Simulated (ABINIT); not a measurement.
# C (Fd-3m) in ABINIT: notebook

Runs on C. Level: PBE. Tasks: relaxation of cell and atoms, single point.

All numbers are computed with ABINIT 10.8.3 (patched build); they aren't measurements. Logs are shortened: lines on timing, memory, paths and dates and some standing lists are left out, and cuts for length are marked. The log counts tension as positive stress, the text compression.

### Step 1. The structure

Symmetry: Fd-3m, No. 227, cubic system. The conventional cell has a = 3.567 Å, b = 3.567 Å, c = 3.567 Å, α = 90.00°, β = 90.00°, γ = 90.00°. C (site symmetry -43m) has 4 C at 1.54 Å as nearest neighbours.

This isn't the form of C at room conditions, which is graphite.

### Step 2. Relaxation of cell and atoms, PBE

The input, run.abi:

```
# Pseudopotentials
pp_dirpath "./"
pseudos "C.GGA_PBE-JTH.xml"

# Structure
acell 4.7660140852 4.7660140852 4.7660140852
rprim
     0.0000000000     0.7071067812     0.7071067812
     0.7071067812     0.0000000000     0.7071067812
     0.7071067812     0.7071067812     0.0000000000
ntypat 1
znucl 6
natom 2
typat 1 1
chkprim 0
chksymtnons 0
tolsym 1.0e-6
xred
            3/4            3/4            3/4
            1/2            1/2            1/2

# Plane-wave basis
ecut 517.016339 eV
pawecutdg 38.0
pawovlp 30
ecutsm 0.5

# k points
kptopt 1
ngkpt 10 10 10
nshiftk 1
shiftk 0.0 0.0 0.0

# Exchange and correlation
ixc 11

# Bands and occupations
nband 8
occopt 3
tsmear 0.00183747

# SCF cycle
nstep 80
tolvrs 1.0e-10

# Output
iomode 3
prteig 0
prtebands 0
prtwf 0
prtden 0

# Relaxation
ionmov 2
optcell 2
ntime 50
tolmxf 2.0e-5
dilatmx 1.08
```

Potentials or basis: JTH PAW PBE v2.0.

Started as:

```sh
$ abinit run.abi > log 2>&1
```

run.abo:

```text
.Version 10.8.3 of ABINIT
 Symmetries : space group Fd -3 m (#227); Bravais cF (face-center cubic)
================================================================================
 Values of the parameters that define the memory need of the present run
     intxc =       0    ionmov =       2      iscf =      17    lmnmax =       8
     lnmax =       4     mgfft =      24  mpssoang =       2    mqgrid =    3001
     natom =       2  nloc_mem =       2    nspden =       1   nspinor =       1
    nsppol =       1      nsym =      48    n1xccc =       1    ntypat =       1
    occopt =       3   xclevel =       2
       mpw =         391          nfft =       13824          nkpt =          47
 PAW method is used; the additional fine FFT grid is defined by:
   mgfftf=        30    nfftf =     27000
================================================================================
================================================================================

--------------------------------------------------------------------------------
------------- Echo of variables that govern the present computation ------------
--------------------------------------------------------------------------------
 -outvars: echo values of preprocessed input variables --------
            acell      4.7660140852E+00  4.7660140852E+00  4.7660140852E+00 Bohr
              amu      1.20110000E+01
          chkprim           0
      chksymtnons           0
          dilatmx      1.08000000E+00
             ecut      1.90000000E+01 Hartree
           ecutsm      5.00000000E-01 Hartree
           ionmov           2
              ixc          11
         kptrlatt       10    0    0      0   10    0      0    0   10
          kptrlen      4.76601409E+01
            natom           2
            nband           8
            ngfft          24      24      24
          ngfftdg          30      30      30
             nkpt          47
            nstep          80
             nsym          48
            ntime          50
           ntypat           1
           occopt           3
          optcell           2
        pawecutdg      3.80000000E+01 Hartree
          pawovlp      3.0000000000E+01
         pawxcdev           0
           prtden           0
        prtebands           0
           prteig           0
            prtwf           0
            rprim      0.0000000000E+00  7.0710678120E-01  7.0710678120E-01
                       7.0710678120E-01  0.0000000000E+00  7.0710678120E-01
                       7.0710678120E-01  7.0710678120E-01  0.0000000000E+00
          spgroup         227
           tolmxf      2.00000000E-05
           tolsym      1.00000000E-06
           tolvrs      1.00000000E-10
           tsmear      1.83747000E-03 Hartree
            typat      1  1
           useylm           1
           xangst      2.6750549982E+00  2.6750549982E+00  2.6750549982E+00
                       1.7833699988E+00  1.7833699988E+00  1.7833699988E+00
            xcart      5.0551213184E+00  5.0551213184E+00  5.0551213184E+00
                       3.3700808789E+00  3.3700808789E+00  3.3700808789E+00
             xred      7.5000000000E-01  7.5000000000E-01  7.5000000000E-01
                       5.0000000000E-01  5.0000000000E-01  5.0000000000E-01
            znucl        6.00000

================================================================================

 chkinp: Checking input parameters for consistency.

================================================================================
== DATASET  1 ==================================================================

--- !DatasetInfo
iteration_state: {dtset: 1, }
dimensions: {natom: 2, nkpt: 47, mband: 8, nsppol: 1, nspinor: 1, nspden: 1, mpw: 391, }
cutoff_energies: {ecut:  19.0, pawecutdg:  38.0, }
electrons: {nelect:   8.00000000E+00, charge:   0.00000000E+00, occopt:   3.00000000E+00, tsmear:   1.83747000E-03, }
meta: {optdriver: 0, ionmov: 2, optcell: 2, iscf: 17, paral_kgb: 0, }
...

 Exchange-correlation functional for the present dataset will be:
  GGA: Perdew-Burke-Ernzerhof functional - ixc=11
  J.P.Perdew, K.Burke, M.Ernzerhof, PRL 77, 3865 (1996)

 Real(R)+Recip(G) space primitive vectors, cartesian coordinates (Bohr,Bohr^-1):
 R(1)=  0.0000000  3.3700809  3.3700809  G(1)= -0.1483644  0.1483644  0.1483644
 R(2)=  3.3700809  0.0000000  3.3700809  G(2)=  0.1483644 -0.1483644  0.1483644
[... 39 lines left out ...]

---SELF-CONSISTENT-FIELD CONVERGENCE--------------------------------------------
[... 166 lines left out ...]
 Real space primitive translations (rprimd) [bohr]
  0.00000000000000E+00  3.37395211068792E+00  3.37395211068792E+00
  3.37395211068792E+00  0.00000000000000E+00  3.37395211068792E+00
  3.37395211068792E+00  3.37395211068792E+00  0.00000000000000E+00
 Unitary Cell Volume (ucvol) [Bohr^3]=  7.68151242984843E+01
 Angles (23,13,12)= [degrees]
  6.00000000000000E+01  6.00000000000000E+01  6.00000000000000E+01
 Lengths [Bohr]
  4.77148883373218E+00  4.77148883373218E+00  4.77148883373218E+00
 Stress tensor in cartesian coordinates (strten) [Ha/bohr^3]
  1.31437245262100E-05  0.00000000000000E+00  0.00000000000000E+00
  0.00000000000000E+00  1.31437245262152E-05  0.00000000000000E+00
  0.00000000000000E+00  0.00000000000000E+00  1.31437245262152E-05
 Total energy (etotal) [Ha]= -1.14847583391021E+01

 Difference of energy with previous step (new-old):
           Absolute (Ha)=-3.30321E-06
           Relative     =-2.87617E-07

--- Iteration: ( 3/50) Internal Cycle: (1/1)
--------------------------------------------------------------------------------

---SELF-CONSISTENT-FIELD CONVERGENCE--------------------------------------------
[... 71 lines left out ...]
 Real space primitive translations (rprimd) [bohr]
  0.00000000000000E+00  3.37296029487068E+00  3.37296029487068E+00
  3.37296029487068E+00  0.00000000000000E+00  3.37296029487068E+00
  3.37296029487068E+00  3.37296029487068E+00  0.00000000000000E+00
 Unitary Cell Volume (ucvol) [Bohr^3]=  7.67474018836358E+01
 Angles (23,13,12)= [degrees]
  6.00000000000000E+01  6.00000000000000E+01  6.00000000000000E+01
 Lengths [Bohr]
  4.77008619435207E+00  4.77008619435207E+00  4.77008619435207E+00
 Stress tensor in cartesian coordinates (strten) [Ha/bohr^3]
  2.43989011043666E-08  0.00000000000000E+00  0.00000000000000E+00
  0.00000000000000E+00  2.43989011078360E-08  0.00000000000000E+00
  0.00000000000000E+00  0.00000000000000E+00  2.43989011078360E-08
 Total energy (etotal) [Ha]= -1.14847587855139E+01

 Difference of energy with previous step (new-old):
           Absolute (Ha)=-4.46412E-07
           Relative     =-3.88699E-08

 At Broyd/MD step   3, gradients are converged :
  max grad (force/stress) = 2.4399E-06 < tolmxf= 2.0000E-05 ha/bohr (free atoms)

================================================================================

 ----iterations are completed or convergence reached----

 Mean square residual over all n,k,spin=   70.323E-15; max=  11.835E-13
 reduced coordinates (array xred) for    2 atoms
       0.750000000000      0.750000000000      0.750000000000
       0.500000000000      0.500000000000      0.500000000000
 rms dE/dt=  1.7311E-27; max dE/dt=  1.0771E-27; dE/dt below (all hartree)
    1      -0.000000000000     -0.000000000000      0.000000000000
    2      -0.000000000000     -0.000000000000      0.000000000000

 cartesian coordinates (angstrom) at end:
    1      2.67734058017300     2.67734058017300     2.67734058017300
    2      1.78489372011534     1.78489372011534     1.78489372011534

 cartesian forces (hartree/bohr) at end:
    1     -0.00000000000000    -0.00000000000000     0.00000000000000
    2      0.00000000000000     0.00000000000000    -0.00000000000000
 frms,max,avg= 1.9554357E-28 3.1932131E-28   0.000E+00  0.000E+00  0.000E+00 h/b

 cartesian forces (eV/Angstrom) at end:
    1     -0.00000000000000    -0.00000000000000     0.00000000000000
    2      0.00000000000000     0.00000000000000    -0.00000000000000
 frms,max,avg= 1.0055254E-26 1.6420162E-26   0.000E+00  0.000E+00  0.000E+00 e/A
 length scales=  4.770086194352  4.770086194352  4.770086194352 bohr
              =  2.524220906382  2.524220906382  2.524220906382 angstroms
 Fermi (or HOMO) energy (hartree) =   0.47852   Average Vxc (hartree)=  -0.48981
 Eigenvalues (hartree) for nkpt=  47  k points:
 kpt#   1, nband=  8, wtk=  0.00100, kpt=  0.0000  0.0000  0.0000 (reduced coord)
  -0.41317    0.37477    0.37477    0.37477    0.58001    0.58001    0.58001    0.86174
      occupation numbers for kpt#   1
   2.00000    2.00000    2.00000    2.00000    0.00000    0.00000    0.00000    0.00000
 prteigrs : prtvol=0 or 1, do not print more k-points.

--- !EnergyTerms
iteration_state     : {dtset: 1, itime: 3, icycle: 1, }
comment             : Components of total free energy in Hartree
kinetic             :  6.91643261300824E+00
hartree             :  9.71701716633789E-01
xc                  : -4.34165064726999E+00
Ewald energy        : -1.27764279996622E+01
psp_core            :  9.11931080496376E-01
local_psp           : -4.69006920792549E+00
PAW spherical_terms :  1.52332300394439E+00
internal            : -1.14847594407749E+01
'-kT*entropy'       : -1.15542202114607E-15
total_energy        : -1.14847594407749E+01
total_energy_eV     : -3.12516225085102E+02
...

--- !EnergyTermsDC
iteration_state     : {dtset: 1, itime: 3, icycle: 1, }
comment             : '"Double-counting" decomposition of free energy'
band_energy         :  3.64856635891063E-01
Ewald energy        : -1.27764279996622E+01
psp_core            :  9.11931080496376E-01
xc_dc               : -8.05288960057746E-01
PAW spherical_terms :  8.20170457818563E-01
internal            : -1.14847587855139E+01
'-kT*entropy'       : -1.15542202114607E-15
total_energy_dc     : -1.14847587855139E+01
total_energy_dc_eV  : -3.12516207254544E+02
...

--- !EnergyTermsWithPAWCore
iteration_state     : {dtset: 1, itime: 3, icycle: 1, }
comment             : 'Components of total free energy, including PAW core contributions'
Total energy        : -7.61985937513357E+01
Total energy DC     : -7.61985930960748E+01
Total energy (eV)   : -2.07346936596819E+03
Total energy DC (eV): -2.07346934813763E+03
...

 Cartesian components of stress tensor (hartree/bohr^3)
  sigma(1 1)=  2.43989011E-08  sigma(3 2)=  0.00000000E+00
  sigma(2 2)=  2.43989011E-08  sigma(3 1)=  0.00000000E+00
  sigma(3 3)=  2.43989011E-08  sigma(2 1)=  0.00000000E+00

-Cartesian components of stress tensor (GPa)         [Pressure= -7.1784E-04 GPa]
- sigma(1 1)=  7.17840454E-04  sigma(3 2)=  0.00000000E+00
- sigma(2 2)=  7.17840454E-04  sigma(3 1)=  0.00000000E+00
- sigma(3 3)=  7.17840454E-04  sigma(2 1)=  0.00000000E+00

== END DATASET(S) ==============================================================
================================================================================

 -outvars: echo values of variables after computation  --------
            acell      4.7700861944E+00  4.7700861944E+00  4.7700861944E+00 Bohr
           etotal     -1.1484758786E+01
            fcart     -7.9830326709E-29 -7.9830326709E-29  3.1932130684E-28
                       7.9830326709E-29  7.9830326709E-29 -3.1932130684E-28
            rprim      0.0000000000E+00  7.0710678119E-01  7.0710678119E-01
                       7.0710678119E-01  0.0000000000E+00  7.0710678119E-01
                       7.0710678119E-01  7.0710678119E-01  0.0000000000E+00
           strten      2.4398901104E-08  2.4398901108E-08  2.4398901108E-08
                       0.0000000000E+00  0.0000000000E+00  0.0000000000E+00
           xangst      2.6773405802E+00  2.6773405802E+00  2.6773405802E+00
                       1.7848937201E+00  1.7848937201E+00  1.7848937201E+00
             xred      7.5000000000E-01  7.5000000000E-01  7.5000000000E-01
                       5.0000000000E-01  5.0000000000E-01  5.0000000000E-01
 Calculation completed.
```

It took 15 s on 1 thread of Intel Xeon at 2.70GHz, shared host; peak memory 0.09 GiB.

Results:

* Free energy: -312.5162 eV
* Relaxed volume: 5.69 Å³/atom
* Relaxed cell: a = 2.524 Å, b = 2.524 Å, c = 2.524 Å, α = 60.00°, β = 60.00°, γ = 60.00°
* Space group after relaxing (to 0.05 Å): Fd-3m (No. 227)
* Energy gained by relaxing: 0.1 meV/atom
* Ionic steps: 3
* Pressure after relaxing: 0.0 GPa
* Band gap on the k mesh: 4.16 eV, indirect (least direct gap 5.58 eV)

Step by step:
```tsv
step	energy change (eV)	largest force (eV/Å)	pressure (GPa)	volume (Å³)
1	0.0000	0.0000	1.13	11.34
2	-0.0001	0.0000	-0.39	11.38
3	-0.0001	0.0000	0.00	11.37
```

Final structure:
```
C
1.0
     0.00000    1.78489    1.78489
     1.78489    0.00000    1.78489
     1.78489    1.78489    0.00000
C
2
Cartesian
  2.6773 2.6773 2.6773
  1.7849 1.7849 1.7849
```

Caveat: the atomic spheres overlap.

### Step 3. Single point, PBE (cell relaxed)

The input, run.abi:

```
# Pseudopotentials
pp_dirpath "./"
pseudos "C.GGA_PBE-JTH.xml"

# Structure
acell 3*1.0
rprim
     0.0000000000     3.3729602924     3.3729602924
     3.3729602924     0.0000000000     3.3729602924
     3.3729602924     3.3729602924     0.0000000000
ntypat 1
znucl 6
natom 2
typat 1 1
xred
     0.7500000000     0.7500000000     0.7500000000
     0.5000000000     0.5000000000     0.5000000000
chkprim 0
chksymtnons 0
tolsym 1.0e-6

# Plane-wave basis
ecut 19.0
pawecutdg 38.0

# k points
kptopt 1
ngkpt 10 10 10
nshiftk 1
shiftk 0.0 0.0 0.0

# Exchange and correlation
ixc 11

# Bands and occupations
nband 8
occopt 3
tsmear 0.00183747

# SCF cycle
nstep 100
tolvrs 1.0e-9

# Output
iomode 3
prtwf 0
prtden 0
prteig 0
prtebands 0
enunit 2
```

Potentials or basis: JTH PAW PBE v2.0.

Started as:

```sh
$ abinit run.abi > log 2>&1
```

run.abo:

```text
.Version 10.8.3 of ABINIT
 Symmetries : space group Fd -3 m (#227); Bravais cF (face-center cubic)
================================================================================
 Values of the parameters that define the memory need of the present run
     intxc =       0    ionmov =       0      iscf =      17    lmnmax =       8
     lnmax =       4     mgfft =      20  mpssoang =       2    mqgrid =    3001
     natom =       2  nloc_mem =       2    nspden =       1   nspinor =       1
    nsppol =       1      nsym =      48    n1xccc =       1    ntypat =       1
    occopt =       3   xclevel =       2
       mpw =         318          nfft =        8000          nkpt =          47
 PAW method is used; the additional fine FFT grid is defined by:
   mgfftf=        30    nfftf =     27000
================================================================================
================================================================================

--------------------------------------------------------------------------------
[... 245 lines left out ...]
- sigma(2 2)=  2.95076269E-02  sigma(3 1)=  0.00000000E+00
- sigma(3 3)=  2.95076269E-02  sigma(2 1)=  0.00000000E+00

== END DATASET(S) ==============================================================
================================================================================

 -outvars: echo values of variables after computation  --------
            acell      1.0000000000E+00  1.0000000000E+00  1.0000000000E+00 Bohr
           etotal     -1.1484759748E+01
            fcart      9.6794271205E-28 -6.8853656837E-28  7.6836689514E-28
                      -9.6794271205E-28  6.8853656837E-28 -7.6836689514E-28
            rprim      0.0000000000E+00  3.3729602924E+00  3.3729602924E+00
                       3.3729602924E+00  0.0000000000E+00  3.3729602924E+00
                       3.3729602924E+00  3.3729602924E+00  0.0000000000E+00
           strten      1.0029438531E-06  1.0029438531E-06  1.0029438531E-06
                       0.0000000000E+00  0.0000000000E+00  0.0000000000E+00
           xangst      2.6773405782E+00  2.6773405782E+00  2.6773405782E+00
                       1.7848937188E+00  1.7848937188E+00  1.7848937188E+00
             xred      7.5000000000E-01  7.5000000000E-01  7.5000000000E-01
                       5.0000000000E-01  5.0000000000E-01  5.0000000000E-01
 Calculation completed.
```

Wall time 5.5 s (1 thread of Intel Xeon at 2.70GHz, shared host); peak memory 0.08 GiB.

What came out:

| Property | Result |
| --- | --- |
| Free energy | -312.5162 eV |
| Pressure | 0.0 GPa |
| Band gap on the k mesh | 4.16 eV, indirect (least direct gap 5.58 eV) |

Caveat: the atomic spheres overlap. A k mesh can miss the band edges.

### Step 4. Against experiment

Step 2. The cell as given is a measured one (5.67 Å³/atom); PBE puts the equilibrium volume +0.3 % from it, thermal expansion not counted.
